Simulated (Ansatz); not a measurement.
The system is InP.

```
In P
1.0
     0.00000    2.93050    2.93050
     2.93050    0.00000    2.93050
     2.93050    2.93050    0.00000
In P
1 1
Direct
  0.00000 0.00000 0.00000
  0.75000 0.75000 0.75000
```

* Program: Ansatz 0.2.0
* Task: single point
* Functional: PBE
* Potentials or basis: Ansatz PAW
* Cutoff: 420 eV (not typed: the program's choice for these potentials)
* k mesh: 8 × 8 × 8
* Occupations: fermi-dirac, width 0.05 eV
* Spin: no spin polarisation

On this cell: pressure 3.3 GPa; largest force zero by symmetry; band gap on the k mesh 0.72 eV, direct.

The same run follows on a disturbed copy (atoms moved at random, drawn with an rms of 0.05 Å):

```
In P
1.0
     0.00000    2.93050    2.93050
     2.93050    0.00000    2.93050
     2.93050    2.93050    0.00000
In P
1 1
Cartesian
  -0.0592 -0.0125 -0.0019
  4.4281 4.4563 4.3997
```

Question: What does the disturbed cell give?

Answer: The energy moves by +29.0 meV/atom; pressure 3.7 GPa; largest force 1.017 eV/Å; band gap on the k mesh 0.54 eV, direct.

Forces in eV/Å, atoms in the order of the input:
```
In   0.771  0.625  0.222
P   -0.771 -0.625 -0.222
```

Stress tensor (GPa, compression positive):
```
3.54 0.64 2.11
0.64 3.66 2.62
2.11 2.62 3.87
```

Caveats: spin-orbit coupling is left out, which moves the levels of the heavy elements.

